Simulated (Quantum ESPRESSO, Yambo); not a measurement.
An input for Quantum ESPRESSO 7.5 (ZnSe (Stilleite)):

```
&control
  calculation = 'scf'
  prefix = 'x'
  outdir = 'o'
  pseudo_dir = 'pseudo'
/
&system
  ibrav = 0
  nat = 2
  ntyp = 2
  ecutwfc = 104.0
  nbnd = 54
  force_symmorphic = .true.
  noncolin = .true.
  lspinorb = .true.
/
&electrons
  conv_thr = 1e-10
  electron_maxstep = 80
  mixing_beta = 0.5
/
ATOMIC_SPECIES
  Zn 65.38 Zn.upf
  Se 78.971 Se.upf
CELL_PARAMETERS angstrom
  -0.0000000000 2.8338000000 2.8338000000
  2.8338000000 -0.0000000000 2.8338000000
  2.8338000000 2.8338000000 0.0000000000
ATOMIC_POSITIONS crystal
  Zn 0.0000000000 0.0000000000 0.0000000000
  Se 0.2500000000 0.2500000000 0.2500000000
K_POINTS automatic
  6 6 6 0 0 0
```

```sh
OMP_NUM_THREADS=1 mpirun -n 8 pw.x -nk 8 -in pw.in > pw.out
```

Q: How long will it take on 8 MPI ranks of Arm Neoverse V2, shared host, and how much memory?

It took 28 s; on shared hardware allow 14 s to 56 s. Peak host memory was 1.2 GiB.

[Paths, hosts, dates, memory and timing lines, banners, echoed tables and standing remarks are left out of the program output.]

[Logs are printed without paths, hosts, clocks, repeated set-up lines and the standing remarks that a program may print on its own settings, such as how far it seeks lower states.]

[Runs of the session that timed out or met a known fault of the program may be left out.]

[Hosts, paths, dates, database ids (printed as entryN), source tags and the programs' standing remarks are cut or masked in the printed files.]
